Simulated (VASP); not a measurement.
# Li (R-3m) in VASP: further runs

Aim: see how the results for Li move with the level of theory and the settings. Levels: LDA, PBEsol, PBE, revPBE. Tasks: single point.

Program: VASP 6.6.1. These are calculated values, not measurements. Logs are shortened: lines on timing, memory, paths and dates and some standing lists are left out, and cuts for length are marked.

### 1 The structure

It takes space group R-3m (No. 166, trigonal). Conventional cell: a = 3.101 Å, b = 3.101 Å, c = 22.765 Å, α = 90.00°, β = 90.00°, γ = 120.00°. Around Li (site symmetry -3m) lie 12 Li at 3.10 Å. Li (site symmetry 3m) is surrounded by 12 Li at 3.09 to 3.10 Å.

This isn't the form of Li at room conditions, which is bcc.

### 2 Single point, LDA

Input file INCAR:

```
SYSTEM = Li
ALGO = Normal
EDIFF = 1E-7
ENCUT = 520
GGA = CA
ISIF = 2
ISMEAR = 1
LASPH = .TRUE.
LCHARG = .FALSE.
LREAL = .FALSE.
LWAVE = .FALSE.
NBANDS = 12
NELM = 100
PREC = Accurate
SIGMA = 0.1
```

Input file KPOINTS:

```
k-points
0
G
  10 10 10
  0 0 0
```

Input file POSCAR:

```
Li
1.0
    1.5505000000      0.8951800000      7.5883000000
   -1.5505000000      0.8951800000      7.5883000000
    0.0000000000     -1.7903600000      7.5883000000
Li
3
Direct
    0.0000000000      0.0000000000      0.0000000000
    0.2220000000      0.2220000000      0.2220000000
    0.7780000000      0.7780000000      0.7780000000
```

Potentials or basis: VASP PAW LDA potentials, release 64 (Li_sv).

On the command line:

```console
$ cat potpaw_LDA.64/Li_sv/POTCAR > POTCAR
$ mpirun -np 1 vasp_std > vasp.out
```

OUTCAR:

```text
SYSTEM = Li
   EDIFF = 1E-7
   ENCUT = 520
   GGA = CA
   ISIF = 2
   ISMEAR = 1
   LASPH = .TRUE.
   LREAL = .FALSE.
   NELM = 100
   PREC = Accurate

 ion  position               nearest neighbor table
   1  0.000  0.000  0.000-
   2  0.222  0.222  0.222-
   3  0.778  0.778  0.778-

  LATTYP: Found a trigonal (rhomboedric) cell.
 ALAT       =     7.7966463542
 COS(alpha) =     0.9209033909

  Lattice vectors:

 A1 = (   1.5505000000,   0.8951800000,   7.5883000000)
 A2 = (  -1.5505000000,   0.8951800000,   7.5883000000)
 A3 = (   0.0000000000,  -1.7903600000,   7.5883000000)

Analysis of symmetry for initial positions (statically):
=====================================================================
 Subroutine PRICEL returns:
 Original cell was already a primitive cell.

 Routine SETGRP: Setting up the symmetry group for a
 trigonal (rhombohedral) supercell.

 Subroutine GETGRP returns: Found 12 space group operations
 (whereof 12 operations were pure point group operations)
 out of a pool of 12 trial point group operations.

The static configuration has the point symmetry D_3d.

Analysis of symmetry for dynamics (positions and initial velocities):
=====================================================================
 Subroutine PRICEL returns:
 Original cell was already a primitive cell.

 Routine SETGRP: Setting up the symmetry group for a
 trigonal (rhombohedral) supercell.

 Subroutine GETGRP returns: Found 12 space group operations
 (whereof 12 operations were pure point group operations)
 out of a pool of 12 trial point group operations.

The dynamic configuration has the point symmetry D_3d.

 Subroutine INISYM returns: Found 12 space group operations
 (whereof 12 operations are pure point group operations),
 and found     1 'primitive' translations

----------------------------------------------------------------------------------------

                                     Primitive cell

  volume of cell :      63.1943

  direct lattice vectors                    reciprocal lattice vectors
     1.550500000  0.895180000  7.588300000     0.322476620  0.186182295  0.043927274
    -1.550500000  0.895180000  7.588300000    -0.322476620  0.186182295  0.043927274
     0.000000000 -1.790360000  7.588300000     0.000000000 -0.372364590  0.043927274

  length of vectors
     7.796646354  7.796646354  7.796645806     0.374946160  0.374946160  0.374946654

  position of ions in fractional coordinates (direct lattice)
     0.000000000  0.000000000  0.000000000
     0.222000000  0.222000000  0.222000000
     0.778000000  0.778000000  0.778000000

  ion indices of the primitive-cell ions
   primitive index   ion index
                 1           1
                 2           2
                 3           3

----------------------------------------------------------------------------------------

 KPOINTS: k-points

Automatic generation of k-mesh.
 Grid dimensions read from file:
 generate k-points for:   10   10   10

 Generating k-lattice:

  Cartesian coordinates                     Fractional coordinates (reciprocal lattice)
     0.032247662  0.018618229  0.004392727     0.100000000 -0.000000000  0.000000000
    -0.032247662  0.018618229  0.004392727    -0.000000000  0.100000000  0.000000000
     0.000000000 -0.037236459  0.004392727     0.000000000  0.000000000  0.100000000

  Length of vectors
     0.037494616  0.037494616  0.037494665

  Shift w.r.t. Gamma in fractional coordinates (k-lattice)
     0.000000000  0.000000000  0.000000000

 Subroutine IBZKPT returns following result:
 ===========================================

 Found    116 irreducible k-points:

 Following reciprocal coordinates:
            Coordinates               Weight
  0.000000  0.000000  0.000000      1.000000
  0.100000 -0.000000  0.000000      6.000000
  0.200000 -0.000000  0.000000      6.000000
  0.300000 -0.000000  0.000000      6.000000
  0.400000  0.000000  0.000000      6.000000
  0.500000 -0.000000  0.000000      3.000000
[... 16 lines left out ...]
  0.300000  0.300000  0.000000      6.000000
  0.400000  0.300000 -0.000000     12.000000
 [... further k-points ...]
   k-points           NKPTS =    116   k-points in BZ     NKDIM =    116   number of bands    NBANDS=     12
   number of dos      NEDOS =    301   number of ions     NIONS =      3
   total plane-waves  NPLWV = 216000
   dimension x,y,z NGX =    60 NGY =   60 NGZ =   60
   dimension x,y,z NGXF=   120 NGYF=  120 NGZF=  120
   ions per type =               3
   NGX,Y,Z   is equivalent  to a cutoff of  12.79, 12.79, 12.79 a.u.
   NGXF,Y,Z  is equivalent  to a cutoff of  25.59, 25.59, 25.59 a.u.
 SYSTEM =  Li
   PREC   = accura    normal or accurate (medium, high low for compatibility)
   ISTART =      0    job   : 0-new  1-cont  2-samecut
   ICHARG =      2    charge: 1-file 2-atom 10-const
   ISPIN  =      1    spin polarized calculation?
   LNONCOLLINEAR =      F non collinear calculations
   LSORBIT =      F    spin-orbit coupling
   LASPH  =      T    aspherical Exc in radial PAW
   ENCUT  =  520.0 eV  38.22 Ry    6.18 a.u.  14.50 14.50 14.50*2*pi/ulx,y,z
   NELM   =    100;   NELMIN=  2; NELMDL= -5     # of ELM steps
   EDIFF  = 0.1E-06   stopping-criterion for ELM
   LREAL  =      F    real-space projection
   EDIFFG = 0.1E-05   stopping-criterion for IOM
   NSW    =      0    number of steps for IOM
   IBRION =     -1    ionic relax: 0-MD 1-quasi-New 2-CG
   NFREE  =      0    steps in history (QN), initial steepest desc. (CG)
   ISIF   =      2    stress and relaxation
   ISYM   =      2    0-nonsym 1-usesym 2-fastsym
   POTIM  = 0.5000    time-step for ionic-motion
   TEBEG  =    0.0;   TEEND  =   0.0 temperature during run
   PSTRESS=    0.0 pullay stress
   NELECT =       9.0000    total number of electrons
   NUPDOWN=      -1.0000    fix difference up-down
   EMIN   =  10.00;   EMAX   =-10.00  energy-range for DOS
   EFERMI =   0.00;   METHOD = LEGACY
   ISMEAR =     1;   SIGMA  =   0.10  broadening in eV -4-tet -1-fermi 0-gaus
   EFERMI_NEDOS =   21; number of points for ismear=-14 and -15
   IALGO  =     38    algorithm
   IMIX   =      4    mixing-type and parameters
     AMIX     =   0.40;   BMIX     =  1.00
     AMIX_MAG =   1.60;   BMIX_MAG =  1.00
  volume/ion in A,a.u.               =      21.06       142.15
  Fermi-wavevector in a.u.,A,eV,Ry     =   0.854928  1.615580  9.944531  0.730902
  Thomas-Fermi vector in A             =   1.971600
   LORBIT       =      0    0 simple, 1 ext, 2 COOP (PROOUT), +10 PAW based schemes
   GGA     = CA    functional components
   LHFCALC =     F    Hartree Fock is set to
   AEXX    =    0.0000 exact exchange contribution
   IVDW    =     0    specifies the selected vdW correction
   LEPSILON=     F    determine dielectric tensor
   LRPA    =     F    only Hartree local field effects (RPA)
 non-spin polarized calculation
 Methfessel and Paxton  Order N= 1 SIGMA  =   0.10
  energy-cutoff  :      520.00
  volume of cell :       63.19
 maximum number of plane-waves:      1718
 NGX is ok and might be reduce to    60
   NGX = 29   NGY = 29   NGZ = 29

 number of electron       9.0000011 magnetization

 Free energy of the ion-electron system (eV)
  ---------------------------------------------------
  ext. energy  EPLUGINS =         0.00000000
  ---------------------------------------------------
  free energy    TOTEN  =        -6.11252189 eV

  energy without entropy =       -6.11222925  energy(sigma->0) =       -6.11242434

 E-fermi :   0.4557     XC(G=0):  -7.0476

 val. band max:        0.4537181342   @ k =  -0.4000   0.1000   0.1000
 cond. band min:       0.4748355474   @ k =  -0.2000  -0.3000   0.1000
 fundamental gap:      0.0211174132
 Fermi energy:         0.4557209169

 k-point     1 :       0.0000    0.0000    0.0000
  band No.  band energies     occupation
      1     -45.2054      2.00000
      2     -45.1921      2.00000
      3     -45.1869      2.00000
      4      -2.9530      2.00000
      5      -1.0502      2.00000
      6      -1.0497      2.00000
      7       6.0075      0.00000
      8       6.0346      0.00000
      9      12.7593      0.00000
     10      12.7593      0.00000
     11      12.8845      0.00000
     12      12.8845      0.00000

 k-point     2 :       0.1000   -0.0000    0.0000
  band No.  band energies     occupation
      1     -45.2041      2.00000
      2     -45.1911      2.00000
      3     -45.1860      2.00000
      4      -2.7969      2.00000
      5      -1.0067      2.00000
      6      -0.7601      2.00000
      7       5.8333      0.00000
      8       6.3860      0.00000
      9      11.2135      0.00000
     10      11.8184      0.00000
     11      12.0208      0.00000
     12      12.2776      0.00000

 k-point     3 :       0.2000   -0.0000    0.0000
  band No.  band energies     occupation
      1     -45.2005      2.00000
      2     -45.1886      2.00000
      3     -45.1836      2.00000
      4      -2.3277      2.00000
      5      -0.6426      2.00000
      6      -0.1367      2.00000
      7       5.7243      0.00000
      8       6.8670      0.00000
      9       8.8883      0.00000
     10       9.8314      0.00000
     11      10.6732      0.00000
     12      11.1022      0.00000
[... 286 lines left out ...]
 k-point    23 :       0.3000    0.3000    0.0000
  band No.  band energies     occupation
      1     -45.1957      2.00000
      2     -45.1858      2.00000
      3     -45.1806      2.00000
      4      -1.4855      2.00000
      5      -0.3264      2.00000
      6       1.2108     -0.00000
      7       4.9111      0.00000
      8       6.1599      0.00000
      9       7.2109      0.00000
     10       9.4024      0.00000
     11       9.4032      0.00000
     12      10.4120      0.00000

 k-point    24 :       0.4000    0.3000   -0.0000
  band No.  band energies     occupation
      1     -45.1932      2.00000
      2     -45.1838      2.00000
      3     -45.1793      2.00000
      4      -0.8397      2.00000
      5       0.1617      2.00026
      6       1.9238     -0.00000
      7       4.5802      0.00000
      8       5.3373      0.00000
      9       6.4660      0.00000
     10       7.9253      0.00000
     11       9.1082      0.00000
     12       9.4475      0.00000

 [... further k-points ...]

------------------------ aborting loop because EDIFF is reached ----------------------------------------

  FORCE on cell =-STRESS in cart. coord.  units (eV):
  Direction    XX          YY          ZZ          XY          YZ          ZX
  --------------------------------------------------------------------------------------
  -------------------------------------------------------------------------------------
  Total       -0.5049652     -0.5049634     -0.6604385      0.0000000      0.0000000      0.0000000
  in kB      -12.8024812    -12.8024357    -16.7442255      0.0000000      0.0000000      0.0000000
  external PRESSURE =     -14.1163808 kB  Pullay stress =       0.0000000 kB

 VOLUME and BASIS-vectors are now :
 -----------------------------------------------------------------------------
  energy-cutoff  :      520.00
  volume of cell :       63.19
      direct lattice vectors                 reciprocal lattice vectors
     1.550500000  0.895180000  7.588300000     0.322476620  0.186182295  0.043927274
    -1.550500000  0.895180000  7.588300000    -0.322476620  0.186182295  0.043927274
     0.000000000 -1.790360000  7.588300000     0.000000000 -0.372364590  0.043927274

 POSITION                                       TOTAL-FORCE (eV/Angst)
 -----------------------------------------------------------------------------------
      0.00000      0.00000      0.00000         0.000000     -0.000000     -0.000000
      0.00000      0.00000      5.05381         0.000000     -0.000000      0.007837
      0.00000      0.00000     17.71109         0.000000      0.000000     -0.007837
 -----------------------------------------------------------------------------------
    total drift:                               -0.000000     -0.000000      0.000000

  FREE ENERGIE OF THE ION-ELECTRON SYSTEM (eV)
  ---------------------------------------------------
  free  energy   TOTEN  =        -6.1125218883 eV

  energy  without entropy=       -6.1122292520  energy(sigma->0) =       -6.11242434
```

Wall time 8.9 min (1 thread of Intel Xeon Platinum 8375C at 2.90GHz (Ice Lake), shared host); peak memory 0.35 GiB.

What came out:

| Quantity | Value |
| --- | --- |
| Free energy | -6.1125 eV |
| Largest force | 0.008 eV/Å |
| Band gap on the k mesh | none (metal or under the smearing width) |

Forces on the atoms (eV/Å):
```
Li   0.000  0.000  0.000
Li   0.000  0.000  0.008
Li   0.000  0.000 -0.008
```

Levels at points of the mesh, in eV from the Fermi level:
| k point | band 2 | band 3 | band 4 | band 5 | band 6 | band 7 | band 8 | band 9 |
| --- | --- | --- | --- | --- | --- | --- | --- | --- |
| (0.00, 0.00, 0.00) | -45.65 | -45.64 | -3.41 | -1.51 | -1.51 | 5.55 | 5.58 | 12.30 |
| (0.50, 0.00, 0.00) | -45.64 | -45.63 | -0.02 | 0.84 | 1.05 | 3.68 | 3.78 | 4.41 |
| (0.50, 0.50, 0.00) | -45.64 | -45.63 | 0.27 | 0.35 | 1.17 | 3.18 | 4.32 | 5.45 |
| (0.50, 0.50, 0.50) | -45.65 | -45.64 | -2.93 | -2.92 | 0.04 | 2.88 | 10.19 | 10.24 |

Caveat: the cutoff is under 1.25 times the usual one of these potentials, so pressure, stress and relaxed cells hold a basis-set (Pulay) error.

### 3 Single point, PBEsol

Changes to INCAR since step 2:

```diff
@@ -2,5 +2,5 @@
 ALGO = Normal
-EDIFF = 1E-7
+EDIFF = 1E-6
 ENCUT = 520
-GGA = CA
+GGA = PS
 ISIF = 2
```

KPOINTS is that of step 2.

POSCAR is that of step 2.

Potentials or basis: VASP PAW PBE potentials, release 64 (Li_sv).

On the command line:

```console
$ cat potpaw_PBE.64/Li_sv/POTCAR > POTCAR
$ mpirun -np 1 vasp_std > vasp.out
```

It took 9.7 min on 1 thread of Intel Xeon Platinum 8375C at 2.90GHz (Ice Lake), shared host; peak memory 0.47 GiB.

It converged, with:

```yaml
Free_energy: -5.8989 eV
Largest_force: 0.009 eV/Å
Band_gap_on_the_k_mesh: none (metal or under the smearing width)
```

Forces on the atoms (eV/Å):
```
Li   0.000  0.000  0.000
Li   0.000  0.000  0.009
Li   0.000  0.000 -0.009
```

Levels at points of the mesh, in eV from the Fermi level:
```csv
k point,band 2,band 3,band 4,band 5,band 6,band 7,band 8,band 9
"(0.00, 0.00, 0.00)",-45.92,-45.92,-3.46,-1.53,-1.53,5.58,5.60,12.53
"(0.50, 0.00, 0.00)",-45.91,-45.91,-0.01,0.85,1.07,3.67,3.79,4.41
"(0.50, 0.50, 0.00)",-45.91,-45.91,0.28,0.37,1.18,3.16,4.36,5.43
"(0.50, 0.50, 0.50)",-45.93,-45.92,-2.97,-2.97,0.05,2.86,10.29,10.34
```

Caveat: the cutoff is under 1.25 times the usual one of these potentials, so pressure, stress and relaxed cells hold a basis-set (Pulay) error; the PAW data sets were made with another functional, which shifts forces and pressure a little.

### 4 Single point, PBE

Input file INCAR:

```
SYSTEM = Li
PREC     = Accurate       ! precision mode
ENCUT    = 520            ! plane-wave cutoff, eV
EDIFF    = 1E-7           ! SCF threshold, eV
ISMEAR   = 1              ! smearing method
SIGMA    = 0.1            ! smearing width, eV
LREAL    = .False.        ! projectors in reciprocal space
LASPH    = .True.         ! aspherical terms in the spheres
NELM     = 100            ! most SCF steps
ALGO     = Normal         ! electronic algorithm
ISIF     = 2              ! what is computed and relaxed
LWAVE    = .False.        ! write WAVECAR
LCHARG   = .False.        ! write CHGCAR
GGA      = PE             ! functional
NBANDS   = 12             ! bands
```

Input file KPOINTS:

```
Automatic mesh
0
Gamma
  10 10 10
  0 0 0
```

POSCAR is that of step 3.

On the command line:

```console
$ cat potpaw_PBE.64/Li_sv/POTCAR > POTCAR
$ mpirun -np 1 vasp_std > vasp.out
```

It took 9.5 min on 1 thread of Intel Xeon Platinum 8375C at 2.90GHz (Ice Lake), shared host; peak memory 0.47 GiB.

Results (log left out):

| Item | Value |
| --- | --- |
| Free energy | -5.7156 eV |
| Largest force | 0.009 eV/Å |
| Band gap on the k mesh | none (metal or under the smearing width) |

Forces in eV/Å, atoms in the order of the input:
```
Li   0.000  0.000  0.000
Li   0.000  0.000  0.009
Li   0.000  0.000 -0.009
```

Levels at points of the mesh, in eV from the Fermi level:
| k point | band 2 | band 3 | band 4 | band 5 | band 6 | band 7 | band 8 | band 9 |
| --- | --- | --- | --- | --- | --- | --- | --- | --- |
| (0.00, 0.00, 0.00) | -46.54 | -46.53 | -3.47 | -1.53 | -1.53 | 5.57 | 5.60 | 12.51 |
| (0.50, 0.00, 0.00) | -46.53 | -46.53 | -0.01 | 0.85 | 1.07 | 3.66 | 3.79 | 4.41 |
| (0.50, 0.50, 0.00) | -46.53 | -46.53 | 0.28 | 0.37 | 1.17 | 3.15 | 4.35 | 5.43 |
| (0.50, 0.50, 0.50) | -46.54 | -46.53 | -2.98 | -2.97 | 0.05 | 2.85 | 10.28 | 10.33 |

Caveat: the cutoff is under 1.25 times the usual one of these potentials, so pressure, stress and relaxed cells hold a basis-set (Pulay) error.

### 5 Single point, revPBE

Input file INCAR:

```
SYSTEM = Li
PREC = Accurate
ENCUT = 520
EDIFF = 1E-6
ISMEAR = 1
SIGMA = 0.1
LREAL = .FALSE.
LASPH = .TRUE.
NELM = 100
ALGO = Normal
ISIF = 2
LWAVE = .FALSE.
LCHARG = .FALSE.
GGA = RE
NBANDS = 12
```

Input file KPOINTS:

```
Automatic mesh
0
G
  10 10 10
  0 0 0
```

POSCAR is that of step 4.

On the command line:

```console
$ cat potpaw_PBE.64/Li_sv/POTCAR > POTCAR
$ mpirun -np 1 vasp_std > vasp.out
```

It took 7.2 min on 1 thread of Intel Xeon Platinum 8375C at 2.90GHz (Ice Lake), shared host; peak memory 0.46 GiB.

The run converged. Its results:

* Free energy: -5.4309 eV
* Largest force: 0.009 eV/Å
* Band gap on the k mesh: none (metal or under the smearing width)

Forces on the atoms (eV/Å):
```
Li   0.000  0.000  0.000
Li   0.000  0.000  0.009
Li   0.000  0.000 -0.009
```

Levels at points of the mesh, in eV from the Fermi level:
| k point | band 2 | band 3 | band 4 | band 5 | band 6 | band 7 | band 8 | band 9 |
| --- | --- | --- | --- | --- | --- | --- | --- | --- |
| (0.00, 0.00, 0.00) | -46.69 | -46.69 | -3.49 | -1.54 | -1.54 | 5.59 | 5.61 | 12.67 |
| (0.50, 0.00, 0.00) | -46.68 | -46.68 | -0.01 | 0.85 | 1.08 | 3.66 | 3.80 | 4.41 |
| (0.50, 0.50, 0.00) | -46.69 | -46.68 | 0.28 | 0.37 | 1.18 | 3.15 | 4.38 | 5.42 |
| (0.50, 0.50, 0.50) | -46.70 | -46.69 | -3.00 | -2.99 | 0.05 | 2.85 | 10.35 | 10.39 |

Caveat: the cutoff is under 1.25 times the usual one of these potentials, so pressure, stress and relaxed cells hold a basis-set (Pulay) error; the PAW data sets were made with another functional, which shifts forces and pressure a little.

### 6 The runs side by side

| level | potentials or basis | gap on the mesh (eV) | largest force (eV/Å) |
| --- | --- | --- | --- |
| LDA | VASP PAW LDA potentials, release 64 (Li_sv) | none | 0.01 |
| PBEsol | VASP PAW PBE potentials, release 64 (Li_sv) | none | 0.01 |
| PBE | VASP PAW PBE potentials, release 64 (Li_sv) | none | 0.01 |
| revPBE | VASP PAW PBE potentials, release 64 (Li_sv) | none | 0.01 |

Alike in all rows: task single point; no spin polarisation; cell as given; k mesh 10 × 10 × 10; cutoff (eV) 520; smearing methfessel-paxton 0.1 eV.

Caveats: the cutoff is under 1.25 times the usual one of these potentials, so pressure, stress and relaxed cells hold a basis-set (Pulay) error; the PAW data sets were made with another functional, which shifts forces and pressure a little (some runs).

Absolute energies hang on the potentials; compare differences alone.
